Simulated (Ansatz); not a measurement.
## Structures of MgO₃: which is lowest?

Plane-wave DFT in Ansatz with scalar-relativistic PAW potentials, cutoff 420 eV, Γ-centred meshes chosen by cell and gap, Gaussian smearing with energies taken to zero width. Every cell was relaxed (cell and atoms) in a run of its own, within the symmetry of its start. Functional: PBE.

Relaxed structures (starts from databases or built by putting these elements on another compound's sites):
A. P6_3/mmc, 8 atoms in the computed cell, a = 6.034 Å, c = 3.477 Å; sites (symmetry × multiplicity) Mg -6m2 × 2, O mm2 × 6; start: built
B. Pm-3m, 4 atoms in the computed cell, a = 4.056 Å; sites (symmetry × multiplicity) Mg m-3m × 1, O 4/mm.m × 3; start: built
C. Pm-3m, 4 atoms in the computed cell, a = 3.383 Å; sites (symmetry × multiplicity) Mg m-3m × 1, O 4/mm.m × 3; start: built

Question: Rank them by energy. Could pressure change the order?

Answer:
| structure | group | E − E(lowest) (meV/atom) | V (Å³/atom) | gap on mesh (eV) |
| --- | --- | --- | --- | --- |
| A | P6_3/mmc | 0.0 | 13.71 | 0.00 |
| B | Pm-3m | 61 | 16.69 | 0.00 |
| C | Pm-3m | 123 | 9.68 | 0.00 |

A is lowest, 61 meV/atom under B. C is denser by 4.02 Å³/atom, so pressure favours it: ΔE/ΔV, with ΔE in eV and 1 eV/Å³ = 160.2 GPa, gives about 4.9 GPa for equal enthalpy if both cells were rigid, a rough figure since the two compress differently. Other structures may lie lower than all of these, and vibrations aren't counted.

Magnetic cells started from one order each; another order can shift an energy by tens of meV per atom.